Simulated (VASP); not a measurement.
## ZnS (Wurtzite-2H): single point with PBE

**Measured values to compare with.**

From a printed reference work, monograph, for a bulk crystal of ZnS at 4 K: band gap 3.911 eV (direct).

Crystal: ZnS (Wurtzite-2H).

```xyz
4
Lattice="3.8110 0.0000 0.0000 -1.9055 3.3004 0.0000 0.0000 0.0000 6.2340" Properties=species:S:1:pos:R:3 pbc="T T T"
Zn    1.9055    1.1001    3.1170
Zn    0.0000    2.2003    0.0000
S     1.9055    1.1001    5.5171
S     0.0000    2.2003    2.4001
```

| Property | Result |
| --- | --- |
| Program | VASP 6.6.1 |
| Task | single point |
| Functional | PBE |
| Potentials or basis | VASP PAW PBE potentials, release 64 (Zn, S) |
| Cutoff | 520 eV |
| k mesh | 5 × 5 × 3 |
| Occupations | fermi-dirac, width 0.05 eV |
| Spin | no spin polarisation |

```json
{
  "Pressure": "2.5 GPa",
  "Largest force": "0.327 eV/Å",
  "Band gap on the k mesh": "2.25 eV, direct"
}
```

Forces in eV/Å, atoms in the order of the input:
```
Zn   0.000  0.000  0.327
Zn   0.000  0.000  0.327
S    0.000  0.000 -0.327
S    0.000  0.000 -0.327
```

Stress tensor (GPa, compression positive):
```
3.26 0.00 0.00
0.00 3.26 0.00
0.00 0.00 1.10
```

Levels at points of the mesh, in eV from the valence-band top:
```csv
k point,band 16,band 17,band 18,band 19,band 20,band 21
"(0.00, 0.00, 0.00)",-0.01,-0.01,0.00,2.25,3.00,6.30
```

Run time: 36 s on 1 thread of Intel Xeon 8259CL, on a shared host, peak memory 0.19 GiB.

Measured gap of ZnS: 3.911 eV (direct; 4 K; a printed reference work, monograph). This calculation gives 2.25 eV (-1.66 eV). The value is that of PBE, without temperature or zero-point motion. Semilocal functionals fall short of measured gaps as a rule.
